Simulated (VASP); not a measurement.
Write the native input for VASP 6.6.1 that does the following.

| Property | Result |
| --- | --- |
| Task | band structure |
| Functional | PBE |
| Dispersion | D2 |
| Potentials or basis | VASP PAW PBE potentials, release 64 (Rb_sv, Cl) |
| Cutoff | 520 eV |
| k mesh | 5 × 5 × 5 |
| Occupations | fermi-dirac, width 0.1 eV |
| Spin | spin-orbit coupling, no magnetisation |
| Further INCAR settings | PREC = Normal; ALGO = Normal; EDIFF = 1e-06; NBANDS = 28 |

RbCl:

```xyz
2
Lattice="0.0000 3.2740 3.2740 3.2740 0.0000 3.2740 3.2740 3.2740 0.0000" Properties=species:S:1:pos:R:3 pbc="T T T"
Rb    0.0000    0.0000    0.0000
Cl    3.2740    3.2740    3.2740
```

These files were run (other wordings do the same):

POSCAR

```
RbCl
1.0
    0.0000000000      3.2740000000      3.2740000000
    3.2740000000      0.0000000000      3.2740000000
    3.2740000000      3.2740000000      0.0000000000
Rb Cl
1 1
Direct
    0.0000000000      0.0000000000      0.0000000000
    0.5000000000      0.5000000000      0.5000000000
```

INCAR.step1

```
  PREC = Normal
  ENCUT = 520
  EDIFF = 1E-6
  ISMEAR = -1
  SIGMA = 0.1
  LREAL = F
  LASPH = T
  NELM = 100
  ALGO = Normal
  ISIF = 2
  LWAVE = F
  LCHARG = T
  MAGMOM = 0 0 0 0 0 0
  LORBIT = 11
  LSORBIT = T
  GGA_COMPAT = F
  GGA = PE
  IVDW = 1
  NBANDS = 28
```

KPOINTS.step1

```
regular mesh
0
Gamma
  5 5 5
```

INCAR.step2

```
  PREC = Normal
  ENCUT = 520
  EDIFF = 1E-6
  ISMEAR = 0
  SIGMA = 0.05
  LREAL = F
  LASPH = T
  NELM = 100
  ALGO = Normal
  ISIF = 2
  LWAVE = F
  LCHARG = F
  MAGMOM = 0 0 0 0 0 0
  LORBIT = 11
  LSORBIT = T
  GGA_COMPAT = F
  GGA = PE
  IVDW = 1
  NBANDS = 28
  ICHARG = 11
```

KPOINTS.step2

```
path GXWKGLUWLK,UX
15
line-mode
reciprocal
 0.0000000000  0.0000000000  0.0000000000  G
 0.5000000000  0.0000000000  0.5000000000  X

 0.5000000000  0.0000000000  0.5000000000  X
 0.5000000000  0.2500000000  0.7500000000  W

 0.5000000000  0.2500000000  0.7500000000  W
 0.3750000000  0.3750000000  0.7500000000  K

 0.3750000000  0.3750000000  0.7500000000  K
 0.0000000000  0.0000000000  0.0000000000  G

 0.0000000000  0.0000000000  0.0000000000  G
 0.5000000000  0.5000000000  0.5000000000  L

 0.5000000000  0.5000000000  0.5000000000  L
 0.6250000000  0.2500000000  0.6250000000  U

 0.6250000000  0.2500000000  0.6250000000  U
 0.5000000000  0.2500000000  0.7500000000  W

 0.5000000000  0.2500000000  0.7500000000  W
 0.5000000000  0.5000000000  0.5000000000  L

 0.5000000000  0.5000000000  0.5000000000  L
 0.3750000000  0.3750000000  0.7500000000  K

 0.6250000000  0.2500000000  0.6250000000  U
 0.5000000000  0.0000000000  0.5000000000  X
```

Potentials or basis: VASP PAW PBE potentials, release 64 (Rb_sv, Cl).

Command:

```console
$ cat potpaw_PBE.64/Rb_sv/POTCAR potpaw_PBE.64/Cl/POTCAR > POTCAR
$ cp INCAR.step1 INCAR
$ cp KPOINTS.step1 KPOINTS
$ mpirun -np 1 vasp_ncl > vasp.out
$ cp INCAR.step2 INCAR
$ cp KPOINTS.step2 KPOINTS
$ mpirun -np 1 vasp_ncl > vasp.out
```

It gave:

The dispersion energy per atom is -0.214 eV.

Caveat: the log is that of the step along the path at fixed density, whose energy, stress, charges and moments have no meaning.

It took 7.7 min on 1 thread of Intel(R) Xeon(R) Platinum 8175M CPU @ 2.50GHz (Skylake/Cascade Lake), on a shared host, peak memory 0.51 GiB.
